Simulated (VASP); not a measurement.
# HfB2 (P6/mmm) in VASP: a series of runs

One crystal, HfB2, is run at these levels: r2SCAN; tasks: single point.

Program: VASP 6.6.1. These are calculated values, not measurements. Logs are shortened: lines on timing, memory, paths and dates and some standing lists are left out, and cuts for length are marked.

## (1) The crystal as given

It takes space group P6/mmm (No. 191, hexagonal). The conventional cell has a = 3.140 Å, b = 3.140 Å, c = 3.480 Å, α = 90.00°, β = 90.00°, γ = 120.00°. Hf (site symmetry 6/mmm) is surrounded by 12 B at 2.51 Å. B (site symmetry -6m2) is surrounded by 3 B at 1.81 Å.

## (2) Single point, r2SCAN

POSCAR reads:

```
HfB2
1.0
    3.1400000000      0.0000000000      0.0000000000
   -1.5700000000      2.7193197679      0.0000000000
    0.0000000000      0.0000000000      3.4800000000
Hf B
1 2
Direct
    0.0000000000      0.0000000000      0.0000000000
    0.3333333333      0.6666666667      0.5000000000
    0.6666666667      0.3333333333      0.5000000000
```

INCAR.step1 reads:

```
SYSTEM = HfB2
ALGO     = Normal         ! electronic algorithm
EDIFF    = 1E-4           ! SCF threshold, eV
ENCUT    = 520            ! plane-wave cutoff, eV
GGA      = PE             ! functional
ISMEAR   = 0              ! smearing method
LASPH    = .TRUE.         ! aspherical terms in the spheres
LCHARG   = .FALSE.        ! write CHGCAR
LREAL    = .FALSE.        ! projectors in reciprocal space
LWAVE    = .TRUE.         ! write WAVECAR
NBANDS   = 15             ! bands
NELM     = 60             ! most SCF steps
PREC     = Accurate       ! precision mode
SIGMA    = 0.1            ! smearing width, eV
```

INCAR.step2 reads:

```
SYSTEM = HfB2
ALGO     = Normal         ! electronic algorithm
EDIFF    = 1E-6           ! SCF threshold, eV
ENCUT    = 520            ! plane-wave cutoff, eV
ISIF     = 2              ! what is computed and relaxed
ISMEAR   = 0              ! smearing method
ISTART   = 1            
LASPH    = .TRUE.         ! aspherical terms in the spheres
LCHARG   = .TRUE.         ! write CHGCAR
LELF     = .TRUE.         ! ELF
LMIXTAU  = .TRUE.       
LREAL    = .FALSE.        ! projectors in reciprocal space
LVHAR    = .TRUE.       
LWAVE    = .FALSE.        ! write WAVECAR
METAGGA  = R2SCAN         ! meta-GGA
NBANDS   = 15             ! bands
NELM     = 60             ! most SCF steps
PREC     = Accurate       ! precision mode
SIGMA    = 0.1            ! smearing width, eV
```

KPOINTS reads:

```
k-points
0
G
  6 6 6
  0 0 0
```

Potentials or basis: VASP PAW PBE potentials, release 64 (Hf_pv, B).

The run is started by

```
$ cat potpaw_PBE.64/Hf_pv/POTCAR potpaw_PBE.64/B/POTCAR > POTCAR
$ cp INCAR.step1 INCAR
$ mpirun -np 1 vasp_std > vasp.out
$ cp INCAR.step2 INCAR
$ mpirun -np 1 vasp_std > vasp.out
```

OUTCAR:

```text
SYSTEM = HfB2
   EDIFF = 1E-6
   ENCUT = 520
   ISIF = 2
   ISMEAR = 0
   ISTART = 1
   LASPH = .TRUE.
   LREAL = .FALSE.
   METAGGA = R2SCAN
   NELM = 60
   PREC = Accurate

 ion  position               nearest neighbor table
   1  0.000  0.000  0.000-   2 2.51   3 2.51   2 2.51   3 2.51   3 2.51   3 2.51   2 2.51   2 2.51
                             3 2.51   3 2.51   2 2.51   2 2.51
   2  0.333  0.667  0.500-   3 1.81   3 1.81   3 1.81   1 2.51   1 2.51   1 2.51   1 2.51   1 2.51
                             1 2.51
   3  0.667  0.333  0.500-   2 1.81   2 1.81   2 1.81   1 2.51   1 2.51   1 2.51   1 2.51   1 2.51
                             1 2.51

  LATTYP: Found a hexagonal cell.
 ALAT       =     3.1400000000
 C/A-ratio  =     1.1082802548

  Lattice vectors:

 A1 = (   3.1400000000,   0.0000000000,   0.0000000000)
 A2 = (  -1.5700000000,   2.7193197679,   0.0000000000)
 A3 = (   0.0000000000,   0.0000000000,   3.4800000000)

Analysis of symmetry for initial positions (statically):
=====================================================================
 Subroutine PRICEL returns:
 Original cell was already a primitive cell.

 Routine SETGRP: Setting up the symmetry group for a
 hexagonal supercell.

 Subroutine GETGRP returns: Found 24 space group operations
 (whereof 24 operations were pure point group operations)
 out of a pool of 24 trial point group operations.

The static configuration has the point symmetry D_6h.

Analysis of symmetry for dynamics (positions and initial velocities):
=====================================================================
 Subroutine PRICEL returns:
 Original cell was already a primitive cell.

 Routine SETGRP: Setting up the symmetry group for a
 hexagonal supercell.

 Subroutine GETGRP returns: Found 24 space group operations
 (whereof 24 operations were pure point group operations)
 out of a pool of 24 trial point group operations.

The dynamic configuration has the point symmetry D_6h.

 Subroutine INISYM returns: Found 24 space group operations
 (whereof 24 operations are pure point group operations),
 and found     1 'primitive' translations

----------------------------------------------------------------------------------------

                                     Primitive cell

  volume of cell :      29.7146

  direct lattice vectors                    reciprocal lattice vectors
     3.140000000  0.000000000  0.000000000     0.318471338  0.183869512  0.000000000
    -1.570000000  2.719319768  0.000000000     0.000000000  0.367739025  0.000000000
     0.000000000  0.000000000  3.480000000     0.000000000  0.000000000  0.287356322

  length of vectors
     3.140000000  3.140000000  3.480000000     0.367739025  0.367739025  0.287356322

  position of ions in fractional coordinates (direct lattice)
     0.000000000  0.000000000  0.000000000
     0.333333333  0.666666667  0.500000000
     0.666666667  0.333333333  0.500000000

  ion indices of the primitive-cell ions
   primitive index   ion index
                 1           1
                 2           2
                 3           3

----------------------------------------------------------------------------------------

 KPOINTS: k-points

Automatic generation of k-mesh.
 Grid dimensions read from file:
 generate k-points for:    6    6    6

 Generating k-lattice:

  Cartesian coordinates                     Fractional coordinates (reciprocal lattice)
     0.053078556  0.030644919  0.000000000     0.166666667  0.000000000  0.000000000
     0.000000000  0.061289837  0.000000000     0.000000000  0.166666667  0.000000000
     0.000000000  0.000000000  0.047892720     0.000000000  0.000000000  0.166666667

  Length of vectors
     0.061289837  0.061289837  0.047892720

  Shift w.r.t. Gamma in fractional coordinates (k-lattice)
     0.000000000  0.000000000  0.000000000

 Subroutine IBZKPT returns following result:
 ===========================================

 Found     28 irreducible k-points:

 Following reciprocal coordinates:
            Coordinates               Weight
  0.000000  0.000000  0.000000      1.000000
  0.166667  0.000000  0.000000      6.000000
  0.333333  0.000000  0.000000      6.000000
  0.500000  0.000000  0.000000      3.000000
  0.166667  0.166667  0.000000      6.000000
  0.333333  0.166667  0.000000     12.000000
[... 16 lines left out ...]
  0.166667  0.000000  0.500000      6.000000
  0.333333  0.000000  0.500000      6.000000
 [... further k-points ...]
   k-points           NKPTS =     28   k-points in BZ     NKDIM =     28   number of bands    NBANDS=     15
   number of dos      NEDOS =    301   number of ions     NIONS =      3
   total plane-waves  NPLWV =  16128
   dimension x,y,z NGX =    24 NGY =   24 NGZ =   28
   dimension x,y,z NGXF=    48 NGYF=   48 NGZF=   56
   ions per type =               1   2
   NGX,Y,Z   is equivalent  to a cutoff of  12.71, 12.71, 13.38 a.u.
   NGXF,Y,Z  is equivalent  to a cutoff of  25.41, 25.41, 26.75 a.u.
 SYSTEM =  HfB2
   PREC   = accura    normal or accurate (medium, high low for compatibility)
   ISTART =      1    job   : 0-new  1-cont  2-samecut
   ICHARG =      0    charge: 1-file 2-atom 10-const
   ISPIN  =      1    spin polarized calculation?
   LNONCOLLINEAR =      F non collinear calculations
   LSORBIT =      F    spin-orbit coupling
   LASPH  =      T    aspherical Exc in radial PAW
   ENCUT  =  520.0 eV  38.22 Ry    6.18 a.u.   5.84  5.84  6.47*2*pi/ulx,y,z
   NELM   =     60;   NELMIN=  2; NELMDL=  0     # of ELM steps
   EDIFF  = 0.1E-05   stopping-criterion for ELM
   LREAL  =      F    real-space projection
   EDIFFG = 0.1E-04   stopping-criterion for IOM
   NSW    =      0    number of steps for IOM
   IBRION =     -1    ionic relax: 0-MD 1-quasi-New 2-CG
   NFREE  =      0    steps in history (QN), initial steepest desc. (CG)
   ISIF   =      2    stress and relaxation
   ISYM   =      2    0-nonsym 1-usesym 2-fastsym
   POTIM  = 0.5000    time-step for ionic-motion
   TEBEG  =    0.0;   TEEND  =   0.0 temperature during run
   PSTRESS=    0.0 pullay stress
   NELECT =      16.0000    total number of electrons
   NUPDOWN=      -1.0000    fix difference up-down
   EMIN   =  10.00;   EMAX   =-10.00  energy-range for DOS
   EFERMI =   0.00;   METHOD = LEGACY
   ISMEAR =     0;   SIGMA  =   0.10  broadening in eV -4-tet -1-fermi 0-gaus
   EFERMI_NEDOS =   21; number of points for ismear=-14 and -15
   IALGO  =     38    algorithm
   IMIX   =      4    mixing-type and parameters
     AMIX     =   0.40;   BMIX     =  1.00
     AMIX_MAG =   1.60;   BMIX_MAG =  1.00
  volume/ion in A,a.u.               =       9.90        66.84
  Fermi-wavevector in a.u.,A,eV,Ry     =   1.331860  2.516850 24.134693  1.773850
  Thomas-Fermi vector in A             =   2.460838
   LORBIT       =      0    0 simple, 1 ext, 2 COOP (PROOUT), +10 PAW based schemes
   METAGGA = R2SCAN    functional components
   LHFCALC =     F    Hartree Fock is set to
   AEXX    =    0.0000 exact exchange contribution
   IVDW    =     0    specifies the selected vdW correction
   LEPSILON=     F    determine dielectric tensor
   LRPA    =     F    only Hartree local field effects (RPA)
 non-spin polarized calculation
 Gauss-broadening in eV      SIGMA  =   0.10
  energy-cutoff  :      520.00
  volume of cell :       29.71
 maximum number of plane-waves:       816
 NGX is ok and might be reduce to    24
   NGX = 11   NGY = 11   NGZ = 13

 number of electron      15.9999997 magnetization

 Free energy of the ion-electron system (eV)
  ---------------------------------------------------
  ext. energy  EPLUGINS =         0.00000000
  ---------------------------------------------------
  free energy    TOTEN  =       -63.03119531 eV

  energy without entropy =      -63.02674985  energy(sigma->0) =      -63.02897258

 E-fermi :   7.3119     XC(G=0): -13.5486

 val. band max:        7.1952535578   @ k =   0.1667   0.1667   0.1667
 cond. band min:       7.3766796960   @ k =   0.1667   0.1667   0.1667
 fundamental gap:      0.1814261382
 Fermi energy:         7.3119028515

 k-point     1 :       0.0000    0.0000    0.0000
  band No.  band energies     occupation
      1     -24.1722      2.00000
      2     -23.6342      2.00000
      3     -23.6342      2.00000
      4      -6.9666      2.00000
      5       4.6101      2.00000
      6       4.6366      2.00000
      7       4.6620      2.00000
      8       4.6620      2.00000
      9      11.9490      0.00000
     10      11.9490      0.00000
     11      12.6642      0.00000
     12      12.6642      0.00000
     13      12.8159      0.00000
     14      12.8738      0.00000
     15      12.8738      0.00000

 k-point     2 :       0.1667    0.0000    0.0000
  band No.  band energies     occupation
      1     -24.1377      2.00000
      2     -23.8413      2.00000
      3     -23.6799      2.00000
      4      -6.3526      2.00000
      5       3.0728      2.00000
      6       4.2125      2.00000
      7       4.5671      2.00000
      8       5.1330      2.00000
      9      10.2841      0.00000
     10      11.5531      0.00000
     11      11.5890      0.00000
     12      12.2673      0.00000
     13      14.0232      0.00000
     14      15.1183      0.00000
     15      15.1334      0.00000
[... 365 lines left out ...]
      3     -23.6562      2.00000
      4      -4.3802      2.00000
      5      -0.2618      2.00000
      6       3.7892      2.00000
      7       4.5423      2.00000
      8       6.9480      2.00000
      9       9.6794      0.00000
     10       9.8140      0.00000
     11      10.5930      0.00000
     12      10.6884      0.00000
     13      15.5421      0.00000
     14      16.4424      0.00000
     15      19.0920      0.00000

 k-point    24 :       0.3333    0.0000    0.5000
  band No.  band energies     occupation
      1     -24.3169      2.00000
      2     -24.1904      2.00000
      3     -23.7417      2.00000
      4      -3.8569      2.00000
      5       0.9367      2.00000
      6       1.7129      2.00000
      7       2.9838      2.00000
      8       5.0956      2.00000
      9      11.1237      0.00000
     10      11.6859      0.00000
     11      12.0463      0.00000
     12      13.9552      0.00000
     13      16.2709      0.00000
     14      17.1035      0.00000
     15      19.6664      0.00000

 [... further k-points ...]

------------------------ aborting loop because EDIFF is reached ----------------------------------------

  FORCE on cell =-STRESS in cart. coord.  units (eV):
  Direction    XX          YY          ZZ          XY          YZ          ZX
  --------------------------------------------------------------------------------------
  -------------------------------------------------------------------------------------
  Total       -0.0832416     -0.0832416     -0.3941740      0.0000000      0.0000000     -0.0000000
  in kB       -4.4882994     -4.4882994    -21.2534460      0.0000000      0.0000000     -0.0000000
  external PRESSURE =     -10.0766816 kB  Pullay stress =       0.0000000 kB

 VOLUME and BASIS-vectors are now :
 -----------------------------------------------------------------------------
  energy-cutoff  :      520.00
  volume of cell :       29.71
      direct lattice vectors                 reciprocal lattice vectors
     3.140000000  0.000000000  0.000000000     0.318471338  0.183869512  0.000000000
    -1.570000000  2.719319768  0.000000000     0.000000000  0.367739025  0.000000000
     0.000000000  0.000000000  3.480000000     0.000000000  0.000000000  0.287356322

 POSITION                                       TOTAL-FORCE (eV/Angst)
 -----------------------------------------------------------------------------------
      0.00000      0.00000      0.00000        -0.000000      0.000000      0.000000
     -0.00000      1.81288      1.74000        -0.000000      0.000000      0.000000
      1.57000      0.90644      1.74000         0.000000      0.000000      0.000000
 -----------------------------------------------------------------------------------
    total drift:                               -0.000000      0.000000      0.000000

  FREE ENERGIE OF THE ION-ELECTRON SYSTEM (eV)
  ---------------------------------------------------
  free  energy   TOTEN  =       -63.0311953104 eV

  energy  without entropy=      -63.0267498503  energy(sigma->0) =      -63.02897258
```

Wall time 20 s (1 thread of Intel Xeon 6975P-C (Granite Rapids), shared host); peak memory 0.15 GiB.

Results:

```yaml
Free_energy: -63.0312 eV
Pressure: -1.0 GPa
Band_gap_on_the_k_mesh: none (metal or under the smearing width)
```

Caveat: the k mesh is coarse (spacing up to 0.39 Å⁻¹), so the values aren't converged; the PAW data sets were made with another functional, which shifts forces and pressure a little. The run has no spin-orbit coupling, so splittings on Hf are missing.

## (3) Single point, r2SCAN

This run uses another cell than the first one, of 9.88 Å³/atom, 0.998 times its volume.

POSCAR reads:

```
HfB2
1.0
    3.1359224288      0.0000000000      0.0000000000
   -1.5679612144      2.7157884876      0.0000000000
    0.0000000000      0.0000000000      3.4808320387
Hf B
1 2
Direct
    0.0000000000      0.0000000000      0.0000000000
    0.3333333333      0.6666666667      0.5000000000
    0.6666666667      0.3333333333      0.5000000000
```

INCAR.step1 reads:

```
PREC = Accurate
ENCUT = 520
ISMEAR = 0
SIGMA = 0.1
LREAL = F
LASPH = T
NELM = 100
NBANDS = 15
GGA = PE
ALGO = Normal
EDIFF = 1E-4
LWAVE = T
LCHARG = F
```

INCAR.step2 reads:

```
PREC = Accurate
ENCUT = 520
EDIFF = 1E-6
ISMEAR = 0
SIGMA = 0.1
LREAL = F
LASPH = T
NELM = 100
ALGO = Normal
ISIF = 2
LWAVE = F
LCHARG = F
METAGGA = R2SCAN
LMIXTAU = T
NBANDS = 15
ISTART = 1
```

KPOINTS reads:

```
Automatic mesh
0
Gamma
  15 15 12
```

Potentials or basis: VASP PAW PBE potentials, release 64 (Hf_pv, B).

The run is started by

```
$ cat potpaw_PBE.64/Hf_pv/POTCAR potpaw_PBE.64/B/POTCAR > POTCAR
$ cp INCAR.step1 INCAR
$ mpirun -np 1 vasp_std > vasp.out
$ cp INCAR.step2 INCAR
$ mpirun -np 1 vasp_std > vasp.out
```

It took 2.9 min on 1 thread of AMD EPYC 9R45 (Zen 5), shared host; peak memory 0.18 GiB.

Results (log left out):

| Property | Result |
| --- | --- |
| Free energy | -63.0903 eV |
| Pressure | -0.6 GPa |
| Band gap on the k mesh | none (metal or under the smearing width) |

Stress tensor (GPa, compression positive):
```
-0.66  0.00  0.00
 0.00 -0.66  0.00
 0.00  0.00 -0.54
```

Levels at points of the mesh, in eV from the Fermi level:
| k point | band 5 | band 6 | band 7 | band 8 | band 9 | band 10 | band 11 | band 12 |
| --- | --- | --- | --- | --- | --- | --- | --- | --- |
| (0.00, 0.00, 0.00) | -3.16 | -3.13 | -3.09 | -3.09 | 4.20 | 4.20 | 4.90 | 4.90 |
| (0.00, 0.00, 0.50) | -8.91 | -1.31 | -1.31 | 0.31 | 0.31 | 1.04 | 1.04 | 2.34 |

Caveat: the PAW data sets were made with another functional, which shifts forces and pressure a little. The run has no spin-orbit coupling, so splittings on Hf are missing.

## (4) Single point, r2SCAN

This run uses another cell than the first one, of 10.47 Å³/atom, 1.058 times its volume.

POSCAR reads:

```
HfB2
1.0
    3.1911992342      0.0000000000      0.0000000000
   -1.5955996171      2.7636596054      0.0000000000
    0.0000000000      0.0000000000      3.5629663225
Hf B
1 2
Direct
    0.0000000000      0.0000000000      0.0000000000
    0.3333333333      0.6666666667      0.5000000000
    0.6666666667      0.3333333333      0.5000000000
```

INCAR.step1 reads:

```
SYSTEM = HfB2
PREC     = Accurate       ! precision mode
ENCUT    = 520            ! plane-wave cutoff, eV
ISMEAR   = 0              ! smearing method
SIGMA    = 0.1            ! smearing width, eV
LREAL    = .FALSE.        ! projectors in reciprocal space
LASPH    = .TRUE.         ! aspherical terms in the spheres
NELM     = 100            ! most SCF steps
NBANDS   = 15             ! bands
GGA      = PE             ! functional
ALGO     = Normal         ! electronic algorithm
EDIFF    = 1E-4           ! SCF threshold, eV
LWAVE    = .TRUE.         ! write WAVECAR
LCHARG   = .FALSE.        ! write CHGCAR
```

INCAR.step2 reads:

```
SYSTEM = HfB2
PREC     = Accurate       ! precision mode
ENCUT    = 520            ! plane-wave cutoff, eV
EDIFF    = 1E-6           ! SCF threshold, eV
ISMEAR   = 0              ! smearing method
SIGMA    = 0.1            ! smearing width, eV
LREAL    = .FALSE.        ! projectors in reciprocal space
LASPH    = .TRUE.         ! aspherical terms in the spheres
NELM     = 100            ! most SCF steps
ALGO     = Normal         ! electronic algorithm
ISIF     = 2              ! what is computed and relaxed
LWAVE    = .FALSE.        ! write WAVECAR
LCHARG   = .FALSE.        ! write CHGCAR
METAGGA  = R2SCAN         ! meta-GGA
LMIXTAU  = .TRUE.       
NBANDS   = 15             ! bands
ISTART   = 1
```

KPOINTS reads:

```
regular mesh
0
G
  15 15 12
  0 0 0
```

The run is started by

```
$ cat potpaw_PBE.64/Hf_pv/POTCAR potpaw_PBE.64/B/POTCAR > POTCAR
$ cp INCAR.step1 INCAR
$ mpirun -np 1 vasp_std > vasp.out
$ cp INCAR.step2 INCAR
$ mpirun -np 1 vasp_std > vasp.out
```

Wall time 2.9 min (1 thread of AMD EPYC 9R45 (Zen 5), shared host); peak memory 0.19 GiB.

The run converged. Its results:

- Free energy: -63.0069 eV
- Pressure: -14.0 GPa
- Band gap on the k mesh: none (metal or under the smearing width)

Levels at points of the mesh, in eV from the Fermi level:
```csv
k point,band 6,band 7,band 8,band 9,band 10,band 11
"(0.00, 0.00, 0.00)",-3.05,-2.92,-2.92,3.91,3.91,4.53
"(0.00, 0.00, 0.50)",-1.26,-1.26,0.36,0.36,0.99,0.99
```

Caveat: the PAW data sets were made with another functional, which shifts forces and pressure a little. Spin-orbit coupling is left out, which matters for the levels of Hf.

(Continued in part 2 of 2.)
